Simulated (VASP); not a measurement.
Input of a VASP 6.6.1 run:

INCAR

```
SYSTEM = Sb
  PREC = Accurate
  ENCUT = 600
  EDIFF = 1E-7
  ISMEAR = 1
  SIGMA = 0.1
  LREAL = .FALSE.
  LASPH = .TRUE.
  NELM = 80
  ALGO = Normal
  ISIF = 3
  LWAVE = .FALSE.
  LCHARG = .FALSE.
  METAGGA = R2SCAN
  LMIXTAU = .TRUE.
  IBRION = 2
  NSW = 90
  EDIFFG = -0.005
```

The input KPOINTS:

```
Automatic mesh
0
G
  14 14 14
  0 0 0
```

The input POSCAR:

```
Sb                                      
1.0
   -1.8864119773      1.8864119773      1.8864119773
    1.8864119773     -1.8864119773      1.8864119773
    1.8864119773      1.8864119773     -1.8864119773
  Sb            
     1
Direct
     0.0000000000000000    0.0000000000000000    0.0000000000000000
```

Potentials or basis: VASP PAW PBE potentials, release 64 (Sb).

Launch:

```console
$ cat potpaw_PBE.64/Sb/POTCAR > POTCAR
$ mpirun -np 1 vasp_std > vasp.out
```

Question: Estimate the band gap on the k mesh.

Answer: None (metal or under the smearing width).

Final structure:
```
Sb
1.0
    -1.88641    1.88641    1.88641
     1.88641   -1.88641    1.88641
     1.88641    1.88641   -1.88641
Sb
1
Direct
  0.00000 0.00000 0.00000
```

Caveat: the relaxation stopped at its first step, so nothing moved. Spin-orbit coupling is left out, which matters for the levels of Sb.
